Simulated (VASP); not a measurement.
**C: relaxation of cell and atoms with r2SCAN**

The system is C.

```xyz
4
Lattice="2.4560 0.0000 0.0000 -1.2280 2.1270 0.0000 0.0000 0.0000 6.6960" Properties=species:S:1:pos:R:3 pbc="T T T"
C     0.0000    0.0000    5.0220
C     0.0000    0.0000    1.6740
C     0.0000    1.4180    5.0220
C     1.2280    0.7090    1.6740
```

```yaml
Program: VASP 6.6.1
Task: relaxation of cell and atoms
Functional: r2SCAN
Potentials_or_basis: VASP PAW PBE potentials, release 64 (C)
Cutoff: 600 eV
k_mesh: 12 × 12 × 4
Occupations: gaussian, width 0.03 eV
Spin: no spin polarisation
Further_INCAR_settings: ALGO = Normal; EDIFF = 1e-06; IBRION = 2; EDIFFG = -0.01; NSW = 90; ISIF = 3
```

| Quantity | Value |
| --- | --- |
| Relaxed volume | 9.08 Å³/atom |
| Relaxed cell | a = 2.457 Å, b = 2.457 Å, c = 6.945 Å, α = 90.00°, β = 90.00°, γ = 120.00° |
| Space group after relaxing (to 0.05 Å) | P6_3/mmc (No. 194) |
| Energy gained by relaxing | 1.0 meV/atom |
| Ionic steps | 10 |
| Pressure after relaxing | -0.1 GPa |
| Band gap on the k mesh | none (metal or under the smearing width) |

Step by step:
```csv
step,energy change (eV),largest force (eV/Å),pressure (GPa),volume (Å³)
1,0.0000,0.0000,0.60,34.98
2,-0.0006,0.0000,-0.17,35.15
3,-0.0007,0.0000,-0.84,35.28
4,-0.0009,0.0000,-0.80,35.31
5,-0.0012,0.0000,-0.77,35.35
6,-0.0017,0.0000,-0.71,35.43
7,-0.0025,0.0000,-0.60,35.60
8,-0.0036,0.0000,-0.36,35.92
9,-0.0037,0.0000,0.10,36.58
10,-0.0040,0.0000,-0.10,36.32
```

Final structure:
```xyz
4
Lattice="2.4572 0.0000 0.0000 -1.2286 2.1280 0.0000 0.0000 0.0000 6.9452" Properties=species:S:1:pos:R:3 pbc="T T T"
C     0.0000    0.0000    5.2089
C     0.0000    0.0000    1.7363
C     0.0000    1.4187    5.2089
C     1.2286    0.7093    1.7363
```

Levels at points of the mesh, in eV from the Fermi level:
| k point | band 5 | band 6 | band 7 | band 8 | band 9 | band 10 | band 11 | band 12 |
| --- | --- | --- | --- | --- | --- | --- | --- | --- |
| (0.00, 0.00, 0.00) | -3.21 | -3.21 | -3.19 | -3.19 | 4.15 | 8.71 | 8.71 | 8.75 |
| (0.50, 0.00, 0.00) | -6.83 | -6.79 | -2.86 | -2.27 | 1.61 | 2.25 | 7.61 | 7.93 |
| (0.00, 0.00, 0.50) | -3.20 | -3.20 | -3.20 | -3.20 | 6.65 | 6.65 | 8.73 | 8.73 |
| (0.50, 0.00, 0.50) | -6.81 | -6.81 | -2.52 | -2.52 | 1.77 | 1.77 | 7.77 | 7.77 |

Wall time 5.8 min on 1 thread of AMD EPYC 9R45 96-Core Processor (Zen 5) (shared host), peak memory 0.14 GiB.

Caveat: the PAW data sets were made with another functional, which shifts forces and pressure a little. Zero-point motion and thermal expansion aren't in these numbers.
